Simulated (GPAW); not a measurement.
# PtS2 (P-3m1) in GPAW: further runs, part 2 of 2

GPAW 26.7.0. The steps go on from the part before.

## (3) Relaxation of cell and atoms, BLYP+D3(BJ)

run.py

```python
from ase.calculators.mixing import SumCalculator
from ase.filters import FrechetCellFilter
from ase.io import read, write
from ase.optimize import BFGS
from dftd3.ase import DFTD3
from gpaw import GPAW, PW, setup_paths

setup_paths.insert(0, '.')

atoms = read('POSCAR')

calc = GPAW(mode=PW(600),
            xc='BLYP',
            kpts={'size': (9, 9, 5), 'gamma': True},
            occupations={'name': 'fermi-dirac', 'width': 0.05},
            nbands=26,
            convergence={'density': 1e-05, 'forces': 0.0001},
            eigensolver='davidson',
            maxiter=150,
            txt='gpaw.txt')
atoms.calc = SumCalculator([calc, DFTD3(method='blyp', damping='d3bj')])
opt = BFGS(FrechetCellFilter(atoms), trajectory='relax.traj', logfile='-')
done = opt.run(fmax=0.01, steps=40)
calc.write('gs.gpw')
write('result.traj', atoms)
print('Converged:', done)
print('Cell:', atoms.cell.cellpar().round(4))
print('Volume:', round(atoms.get_volume(), 4))
print(atoms.get_scaled_positions().round(5))
```

POSCAR

```
PtS2
1.0
    3.5432000000      0.0000000000      0.0000000000
   -1.7716000000      3.0685012107      0.0000000000
    0.0000000000      0.0000000000      5.0388000000
Pt S
1 2
Direct
    0.0000000000      0.0000000000      0.0000000000
    0.6666666667      0.3333333333      0.7730000000
    0.3333333333      0.6666666667      0.2270000000
```

Potentials or basis: PAW data sets generated in the run's folder for this functional, pw.

Run with:

```sh
$ gpaw-setup -f BLYP Pt S
$ OMP_NUM_THREADS=1 python run.py
```

It took 11 min on 1 thread of Arm Neoverse V1, shared host; peak memory 0.41 GiB.

It converged, with:

- Free energy: -16.2856 eV
- Relaxed volume: 17.31 Å³/atom
- Relaxed cell: a = 3.603 Å, b = 3.603 Å, c = 4.618 Å, α = 90.00°, β = 90.00°, γ = 120.00°
- Space group after relaxing (to 0.05 Å): P-3m1 (No. 164)
- Energy gained by relaxing: 97.0 meV/atom
- Ionic steps: 15
- Pressure after relaxing: 0.0 GPa
- Band gap on the k mesh: none (metal or under the smearing width)
- Dispersion energy per atom: -0.994 eV

Step by step:
| step | energy change (eV) | largest force (eV/Å) | pressure (GPa) | volume (Å³) |
| --- | --- | --- | --- | --- |
| 1 | 0.0000 | 1.8665 | 10.03 | 54.78 |
| 2 | -0.1265 | 1.2225 | 5.10 | 55.69 |
| 3 | -0.2117 | 0.3178 | -1.30 | 56.92 |
| 4 | -0.2173 | 0.1814 | -2.04 | 56.93 |
| 5 | -0.2270 | 0.0085 | -2.71 | 56.57 |
| 6 | -0.2401 | 0.1844 | -2.67 | 55.60 |
| 7 | -0.2517 | 0.2499 | -1.47 | 54.18 |
| 8 | -0.2583 | 0.1696 | 0.01 | 53.26 |
| 9 | -0.2635 | 0.0369 | 1.15 | 52.77 |
| 10 | -0.2696 | 0.0919 | 1.89 | 52.43 |
| 11 | -0.2792 | 0.2045 | 2.22 | 51.98 |
| 12 | -0.2874 | 0.1862 | 1.55 | 51.68 |
| 13 | -0.2904 | 0.0858 | 0.53 | 51.79 |
| 14 | -0.2910 | 0.0134 | 0.03 | 51.91 |
| 15 | -0.2911 | 0.0002 | -0.01 | 51.92 |

Final structure:
```cif
data_structure
_symmetry_space_group_name_H-M 'P 1'
_symmetry_Int_Tables_number 1
_cell_length_a 3.6030
_cell_length_b 3.6030
_cell_length_c 4.6179
_cell_angle_alpha 90.000
_cell_angle_beta 90.000
_cell_angle_gamma 120.000
_cell_volume 51.92
loop_
_atom_site_label
_atom_site_type_symbol
_atom_site_fract_x
_atom_site_fract_y
_atom_site_fract_z
_atom_site_occupancy
Pt1 Pt 0.00000 0.00000 0.00000 1
S1 S 0.66667 0.33333 0.73488 1
S2 S 0.33333 0.66667 0.26512 1
```

Levels at points of the mesh, in eV from the Fermi level:
| k point | band 12 | band 13 | band 14 | band 15 | band 16 | band 17 |
| --- | --- | --- | --- | --- | --- | --- |
| (0.00, 0.00, 0.00) | -1.49 | -1.49 | 0.18 | 1.02 | 1.02 | 3.84 |

Caveat: later steps reuse the first step's grids; pairwise dispersion overbinds metals, which lowers pressure and volume. Spin-orbit coupling is left out, which matters for the levels of Pt.

## (4) Relaxation of cell and atoms, BLYP+D4

run.py

```python
from ase import Atoms
from ase.calculators.mixing import SumCalculator
from ase.filters import FrechetCellFilter
from ase.io import write
from ase.optimize import BFGS
from dftd4.ase import DFTD4
from gpaw import GPAW, PW, setup_paths

setup_paths.insert(0, '.')

atoms = Atoms(['Pt', 'S', 'S'],
              cell=[[3.5432, 0.0, 0.0],
                    [-1.7716, 3.0685012107, 0.0],
                    [0.0, 0.0, 5.0388]],
              scaled_positions=[[0.0, 0.0, 0.0],
                                [0.6666666667, 0.3333333333, 0.773],
                                [0.3333333333, 0.6666666667, 0.227]],
              pbc=True)

calc = GPAW(mode=PW(600),
            xc='BLYP',
            kpts={'size': (9, 9, 5), 'gamma': True},
            occupations={'name': 'fermi-dirac', 'width': 0.05},
            nbands=26,
            convergence={'density': 1e-05, 'forces': 0.0001},
            eigensolver='davidson',
            maxiter=150,
            txt='gpaw.txt')
atoms.calc = SumCalculator([calc, DFTD4(method='blyp')])
opt = BFGS(FrechetCellFilter(atoms), trajectory='relax.traj', logfile='-')
done = opt.run(fmax=0.02, steps=40)
calc.write('gs.gpw')
write('result.traj', atoms)
print('Converged:', done)
print('Cell:', atoms.cell.cellpar().round(4))
print('Volume:', round(atoms.get_volume(), 4))
print(atoms.get_scaled_positions().round(5))
```

Run with:

```sh
$ gpaw-setup -f BLYP Pt S
$ OMP_NUM_THREADS=1 python run.py
```

Run time: 24 min. Hardware: 1 thread of Arm Neoverse V1, shared host; peak memory 0.47 GiB.

Results (log left out):

- Free energy: -16.0131 eV
- Relaxed volume: 17.68 Å³/atom
- Relaxed cell: a = 3.608 Å, b = 3.608 Å, c = 4.704 Å, α = 90.00°, β = 90.00°, γ = 120.00°
- Space group after relaxing (to 0.05 Å): P-3m1 (No. 164)
- Energy gained by relaxing: 90.2 meV/atom
- Ionic steps: 15
- Pressure after relaxing: 0.0 GPa
- Band gap on the k mesh: none (metal or under the smearing width)
- Dispersion energy per atom: -0.881 eV

Step by step:
| step | energy change (eV) | largest force (eV/Å) | pressure (GPa) | volume (Å³) |
| --- | --- | --- | --- | --- |
| 1 | 0.0000 | 1.8608 | 11.11 | 54.78 |
| 2 | -0.1356 | 1.1936 | 5.87 | 55.78 |
| 3 | -0.2225 | 0.2872 | -0.73 | 57.18 |
| 4 | -0.2263 | 0.1601 | -1.47 | 57.24 |
| 5 | -0.2309 | 0.0344 | -1.97 | 57.07 |
| 6 | -0.2383 | 0.1098 | -2.07 | 56.41 |
| 7 | -0.2452 | 0.1773 | -1.32 | 55.37 |
| 8 | -0.2492 | 0.1307 | -0.18 | 54.55 |
| 9 | -0.2518 | 0.0420 | 0.68 | 54.12 |
| 10 | -0.2552 | 0.0561 | 1.33 | 53.78 |
| 11 | -0.2608 | 0.1527 | 1.77 | 53.34 |
| 12 | -0.2668 | 0.1719 | 1.49 | 52.93 |
| 13 | -0.2696 | 0.0949 | 0.66 | 52.88 |
| 14 | -0.2704 | 0.0225 | 0.09 | 53.01 |
| 15 | -0.2705 | 0.0010 | -0.01 | 53.03 |

Final structure:
```yaml
crystal:
  lattice:
    - [3.60812, -0.00002, -0.00014]
    - [-1.80408, 3.12471, 0.00014]
    - [-0.00019, 0.00011, 4.70387]
  atoms:
    - { symbol: Pt, position: [0.00000, 0.00000, 0.00000] }
    - { symbol: S, position: [0.66665, 0.33335, 0.73884] }
    - { symbol: S, position: [0.33335, 0.66665, 0.26116] }
```

Levels at points of the mesh, in eV from the Fermi level:
| k point | band 12 | band 13 | band 14 | band 15 | band 16 | band 17 |
| --- | --- | --- | --- | --- | --- | --- |
| (0.00, 0.00, 0.00) | -1.49 | -1.49 | 0.08 | 1.10 | 1.10 | 3.96 |

Caveat: later steps reuse the first step's grids; pairwise dispersion overbinds metals, which lowers pressure and volume. Spin-orbit coupling is left out, which matters for the levels of Pt.

## (5) Summary

| level | potentials or basis | optimizer | fmax | eigensolver | gap on the mesh (eV) | pressure (GPa) | relaxed volume (Å³/atom) |
| --- | --- | --- | --- | --- | --- | --- | --- |
| PBE | GPAW PAW data sets (gpaw-data 1.2.1), pw | FIRE | 0.05 eV/Å | - | 1.20 | 0.0 | 21.03 |
| BLYP+D3(BJ) | PAW data sets generated in the run's folder for this functional, pw | BFGS | 0.01 eV/Å | davidson | none | 0.0 | 17.31 |
| BLYP+D4 | PAW data sets generated in the run's folder for this functional, pw | BFGS | 0.02 eV/Å | davidson | none | 0.0 | 17.68 |

Alike in all rows: task relaxation of cell and atoms; no spin polarisation; cell relaxed; k mesh 9 × 9 × 5; cutoff (eV) 600; smearing fermi-dirac 0.05 eV.

Caveats: later steps reuse the first step's grids; pairwise dispersion overbinds metals, which lowers pressure and volume (some runs); the volume moved by over 15 % at a fixed basis, so the end points are rough (some runs); spin-orbit coupling is left out, which moves the levels of the heavy elements (some runs); an odd mesh through Γ misses points on the zone boundary, where band edges often lie (some runs); this functional lacks dispersion, which binds the layers, so the pressure and a relaxed spacing across them are unreliable, and here the layers came unbound (some runs); the volume moved by +15 % from the deposited cell, more than functionals usually miss (some runs).

Absolute energies hang on the potentials; compare differences alone.
